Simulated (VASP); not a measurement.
# CaSe, energy along a vibration (SMASS = -2): which settings are enough?

CaSe, Fm-3m (no. 225), atoms displaced along the mode, 2 atoms in the cell. R2SCAN, energy along a line of displacements; PAW potentials Se, Ca_sv (PBE set). VASP 6.6.1.

Wanted: harmonic frequency within 1 %.

Space group without the displacement: Fm-3m (no. 225); Mode: optical mode at Gamma along x.

POSCAR of the starting run:
```
CaSe
1.0
    0.0000000000      2.9560000000      2.9560000000
    2.9560000000      0.0000000000      2.9560000000
    2.9560000000      2.9560000000      0.0000000000
Se Ca
1 1
Direct
    0.5045554979      0.4954445021      0.4954445021
   -0.0089763018      0.0089763018      0.0089763018

    0.0067330259   0.0000000000   0.0000000000
   -0.0132669741   0.0000000000   0.0000000000
```

The series start from k mesh: 5 × 5 × 5; Cutoff (eV): 350; Step along the mode (Å): 0.02; Extrapolation between steps (IWAVPR): 11. Each series keeps the choices made before it, and each single choice may use up half of a tolerance.

## k mesh

| k mesh | Harmonic frequency (THz) | Time (s) |
|---|---|---|
| 2 × 2 × 2 | 2.931 | 106 |
| 3 × 3 × 3 | 5.228 | 118 |
| 4 × 4 × 4 | 5.503 | 196 |
| 5 × 5 × 5 | 5.562 | 345 |
| 6 × 6 × 6 | 5.577 | 489 |
| 7 × 7 × 7 (reference) | 5.582 | 790 |

Chosen: 5 × 5 × 5, the loosest value from which every tighter one stays within half of the tolerance.

## Cutoff (eV)

| Cutoff (eV) | Harmonic frequency (THz) | Time (s) |
|---|---|---|
| 190 | 5.84 | 159 |
| 230 | 5.725 | 179 |
| 270 | 5.714 | 174 |
| 310 | 5.71 | 174 |
| 350 | 5.562 | 345 |
| 400 (reference) | 5.554 | 359 |

Chosen: 350.

## Extrapolation between steps (IWAVPR)

| Extrapolation between steps (IWAVPR) | Harmonic frequency (THz) | Time (s) |
|---|---|---|
| 11 | 5.58 | 373 |
| 12 | 5.58 | 297 |
| 0 | 5.58 | 417 |

Chosen: 11; no other choice that stays within half of the tolerance saves 30 % of the time.

Also changed on the way, by series that aren't shown: Step along the mode (Å): 0.04.

## All choices together

| Input | Harmonic frequency (THz) | Time (s) |
|---|---|---|
| defaults on a coarse mesh (naive) | 5.256 | 18 |
| chosen settings | 5.58 | 373 |
| reference settings throughout | 5.574 | 820 |

The tolerance is met.

## The input

INCAR:
```
SYSTEM = CaSe
METAGGA = R2SCAN ; LMIXTAU = .TRUE.
PREC = Accurate ; ENCUT = 350
EDIFF = 1E-7 ; ALGO = Normal
LREAL = .FALSE. ; LASPH = .TRUE.
ISMEAR = 0 ; SIGMA = 0.03
ISYM = 0 ; LWAVE = .FALSE.
LCHARG = .FALSE. ; IBRION = 0
SMASS = -2 ; POTIM = 1
NSW = 9 ; NELMIN = 4
IWAVPR = 11 ; KPAR = 2
```

KPOINTS:
```
Automatic mesh
0
Gamma
  5 5 5
  0 0 0
```

POSCAR:
```
CaSe
1.0
    0.0000000000      2.9560000000      2.9560000000
    2.9560000000      0.0000000000      2.9560000000
    2.9560000000      2.9560000000      0.0000000000
Se Ca
1 1
Direct
    0.5091109958      0.4908890042      0.4908890042
   -0.0179526037      0.0179526037      0.0179526037

    0.0134660518   0.0000000000   0.0000000000
   -0.0265339482   0.0000000000   0.0000000000
```

Commands:
```
cat potpaw_PBE.64/Se/POTCAR potpaw_PBE.64/Ca_sv/POTCAR > POTCAR
mpirun -np 2 vasp_std > vasp.out
```

The chosen input took VASP 6.6.1 373 s on 2 cores (Intel Xeon Platinum 8259CL @ 2.50GHz (Skylake/Cascade Lake)), a shared host.
